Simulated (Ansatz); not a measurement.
HgTe under changes of volume

One of the cells (28.929 Å³/atom); the others are scaled copies at fixed shape and fractional positions:

```
CELL_PARAMETERS angstrom
-3.04560 3.04560 1.55941
3.04560 -3.04560 1.55941
3.04560 3.04560 -1.55941
ATOMIC_POSITIONS crystal
Hg 0.75000 0.25000 0.50000
Te 0.00000 0.00000 0.00000
```

Measurements of this composition are mostly on another form, of space group No. 216.

```yaml
Program: Ansatz 0.2.0
Functional: PBEsol
Potentials_or_basis: Ansatz PAW
Cutoff: "420 eV (not typed: the program's choice for these potentials)"
k_mesh: 10 × 10 × 10
Occupations: fermi-dirac, width 0.05 eV
Spin: no spin polarisation
```

```csv
volume (Å³/atom),energy over the lowest point (meV/atom),pressure (GPa)
27.193,0.00,-0.7
27.772,4.34,-1.7
28.351,12.03,-2.6
28.929,22.65,-3.3
29.508,35.81,-4.0
30.086,51.20,-4.6
30.665,?,?
```

Question: What does the run at 30.665 Å³/atom give?

Answer: Energy over the lowest point 68.51 meV/atom; pressure -5.0 GPa.

Worked out: A Birch-Murnaghan fit of order 3 (a polynomial in V^(-2/3)) to the other rows has its minimum at 26.83 Å³/atom, just outside them, with B0 = V·E''(V) = 53 GPa and B' = 5.2 at fixed shape and positions, which overstates the stiffness. It gives 68.54 meV/atom at 30.665 Å³/atom, against the run's 68.51, and -dE/dV = -5.0 GPa, against -5.0.

Energies are extrapolated to zero smearing.

Caveats: the PAW data sets come from PBE, with cores solved anew for the run's functional, which leaves a small shift of forces and pressure.
